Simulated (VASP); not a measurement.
# Settings for MgS: band structure

MgS, P6_3mc (no. 186), 4 atoms in the cell. LDA; PAW potentials S, Mg (LDA set). VASP 6.6.1.

Wanted: band energies at the path's corners within 0.02 eV; smallest gap over path and mesh within 0.01 eV.

What the run is for: bands; Accuracy asked: standard; Route: fixed density (ICHARG 11).

Band energies at the path's corners: counted from the valence top.

POSCAR:
```
MgS
1.0
    4.0346224068      0.0000000000      0.0000000000
   -2.0173112034      3.4940854990      0.0000000000
    0.0000000000      0.0000000000      6.4322941800
S Mg
2 2
Direct
    0.6666666667      0.3333333333      0.8792441500
    0.3333333333      0.6666666667      0.3792441500
    0.3333333333      0.6666666667      0.9957548500
    0.6666666667      0.3333333333      0.4957548500
```

The series start from Plane-wave cutoff (eV): 300; k-point mesh: 5 × 5 × 3; k points a path segment: 12; Electronic threshold (eV): 1e-6; Precision mode (PREC): Accurate; Bands in all (NBANDS): 22. Each series keeps the choices made before it, and each single choice may use up half of a tolerance. Times cover all steps of a run.

## Plane-wave cutoff (eV)

| Plane-wave cutoff (eV) | Band energies at the path's corners, largest deviation (eV) | Smallest gap over path and mesh (eV) | Time (s) |
|---|---|---|---|
| 210 | 0.021 | 3.138 | 25 |
| 260 | 0.008 | 3.152 | 27 |
| 300 | 0.003 | 3.158 | 29 |
| 340 | 0.001 | 3.158 | 34 |
| 420 | 0.000 | 3.159 | 56 |
| 520 (reference) | 0.000 | 3.159 | 83 |

Chosen: 300, the loosest value from which every tighter one stays within half of the tolerance.

## k-point mesh

| k-point mesh | Band energies at the path's corners, largest deviation (eV) | Smallest gap over path and mesh (eV) | Time (s) |
|---|---|---|---|
| 2 × 2 × 1 | 0.087 | 3.100 | 27 |
| 3 × 3 × 2 | 0.023 | 3.143 | 29 |
| 4 × 4 × 3 | 0.005 | 3.156 | 28 |
| 5 × 5 × 3 | 0.002 | 3.158 | 29 |
| 6 × 6 × 4 | 0.000 | 3.159 | 36 |
| 8 × 8 × 5 (reference) | 0.000 | 3.159 | 39 |

Chosen: 4 × 4 × 3.

## Electronic threshold (eV)

| Electronic threshold (eV) | Band energies at the path's corners, largest deviation (eV) | Smallest gap over path and mesh (eV) | Time (s) |
|---|---|---|---|
| 0.001 | 0.001 | 3.152 | 16 |
| 0.0001 | 0.002 | 3.152 | 16 |
| 1e-5 | 0.000 | 3.155 | 16 |
| 1e-6 | 0.000 | 3.156 | 20 |
| 1e-7 (reference) | 0.000 | 3.156 | 19 |

Chosen: 0.001.

## Precision mode (PREC)

| Precision mode (PREC) | Band energies at the path's corners, largest deviation (eV) | Smallest gap over path and mesh (eV) | Time (s) |
|---|---|---|---|
| SingleN | 0.000 | 3.152 | 13 |
| Normal | 0.000 | 3.152 | 14 |
| Accurate (reference) | 0.000 | 3.152 | 16 |

Chosen: SingleN.

## Bands in all (NBANDS)

| Bands in all (NBANDS) | Band energies at the path's corners, largest deviation (eV) | Smallest gap over path and mesh (eV) | Time (s) |
|---|---|---|---|
| 10 | 0.037 | 3.147 | 9.4 |
| 11 | 0.006 | 3.147 | 9.9 |
| 12 | 0.001 | 3.147 | 11 |
| 14 | 0.000 | 3.153 | 11 |
| 22 | 0.000 | 3.152 | 13 |
| 32 (reference) | 0.000 | 3.152 | 17 |

Chosen: 11.

Also changed on the way, by series that aren't shown: k points a path segment: 5.

## All choices together

| Input | Band energies at the path's corners, largest deviation (eV) | Smallest gap over path and mesh (eV) | Time (s) |
|---|---|---|---|
| the program's defaults (naive) | 0.010 | 3.150 | 17 |
| chosen settings | 0.005 | 3.153 | 11 |
| reference settings throughout | 0.000 | 3.160 | 305 |

The tolerance is met.

2 cheaper combinations failed this check first and made the worst setting one step tighter.

## The input

INCAR.step1:
```
  GGA = CA
  ISMEAR = 0
  SIGMA = 0.03
  LWAVE = F
  LCHARG = T
  NBANDS = 14
  PREC = SingleN
  LASPH = T
  LREAL = F
  ALGO = Normal
  EDIFF = 0.001
  NELM = 120
  GGA_COMPAT = F
  ENCUT = 300
  EFERMI = MIDGAP
```

INCAR.step2, as INCAR.step1 but for:
```
- LCHARG = T
+ LCHARG = F
+ ICHARG = 11
```

KPOINTS.step1:
```
Automatic mesh
0
Gamma
  4 4 3
  0 0 0
```

KPOINTS.step2:
```
path GMKGALHA,LM,KH
5
line-mode
reciprocal
 0.0000000000  0.0000000000  0.0000000000  G
 0.5000000000  0.0000000000  0.0000000000  M

 0.5000000000  0.0000000000  0.0000000000  M
 0.3333333333  0.3333333333  0.0000000000  K

 0.3333333333  0.3333333333  0.0000000000  K
 0.0000000000  0.0000000000  0.0000000000  G

 0.0000000000  0.0000000000  0.0000000000  G
 0.0000000000  0.0000000000  0.5000000000  A

 0.0000000000  0.0000000000  0.5000000000  A
 0.5000000000  0.0000000000  0.5000000000  L

 0.5000000000  0.0000000000  0.5000000000  L
 0.3333333333  0.3333333333  0.5000000000  H

 0.3333333333  0.3333333333  0.5000000000  H
 0.0000000000  0.0000000000  0.5000000000  A

 0.5000000000  0.0000000000  0.5000000000  L
 0.5000000000  0.0000000000  0.0000000000  M

 0.3333333333  0.3333333333  0.0000000000  K
 0.3333333333  0.3333333333  0.5000000000  H
```

Commands (each step's output is kept before the next begins):
```
cat potpaw_LDA.64/S/POTCAR potpaw_LDA.64/Mg/POTCAR > POTCAR
cp INCAR.step1 INCAR
cp KPOINTS.step1 KPOINTS
mpirun -np 1 vasp_std > vasp.out
cp INCAR.step2 INCAR
cp KPOINTS.step2 KPOINTS
mpirun -np 1 vasp_std > vasp.out
```

The naive input happens to agree within the tolerance here, in 17 s.

Limits: LDA gaps are mostly well below measured ones.

The chosen input took VASP 6.6.1 11 s on 1 core (Intel Xeon Platinum 8488C (Sapphire Rapids)), a shared host.

## An input that fails: fixed density asked without a density file

VASP's message: ERROR: charge density could not be read from file CHGCAR for ICHARG>10.

Changes against the starting input:
```
- LCHARG = True
- NELM = 120
+ LCHARG = False
+ NELM = 78
+ ICHARG = 11
```
